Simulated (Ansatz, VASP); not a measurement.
# GaN: VASP beside Ansatz

```xyz
2
Lattice="0.0000 2.1352 2.1352 2.1352 0.0000 2.1352 2.1352 2.1352 0.0000" Properties=species:S:1:pos:R:3 pbc="T T T"
Ga    0.0000    0.0000    0.0000
N     2.1352    2.1352    2.1352
```

Measurements of this composition are mostly on another form, of space group No. 186.

Alike in both runs: functional r2SCAN; k mesh 11 × 11 × 11; occupations fermi-dirac, width 0.05 eV; no spin polarisation.

|  | VASP | Ansatz |
| --- | --- | --- |
| version | VASP 6.6.1 | Ansatz 0.2.0 |
| potentials or method | VASP PAW PBE potentials, release 64 (Ga_d, N) | Ansatz PAW |
| plane-wave cutoff (eV) | 520 | 500 |
| valence electrons in the cell | 18 | 18 |
| task | single point | band structure |

|  | VASP | Ansatz | Ansatz less VASP |
| --- | --- | --- | --- |
| gap on the k mesh at the Fermi level (eV) | 1.04 | 1.06 | +0.020 |
| least direct gap on the mesh (eV) | 2.92 | 2.89 | -0.028 |
| pressure (GPa) | -7.4 | -8.5 | -1.04 |

Caveats: the PAW data sets were made with another functional, which shifts forces and pressure a little (VASP); an odd mesh through Γ misses points on the zone boundary, where band edges often lie (VASP); the k mesh misses the band edges, so the gap on the mesh is wider than the one along the path (Ansatz); the PAW data sets come from PBE, with cores solved anew for the run's functional, which leaves a small shift of forces and pressure (Ansatz). r2SCAN opens gaps a little over a GGA but as a rule still falls short of measured ones.
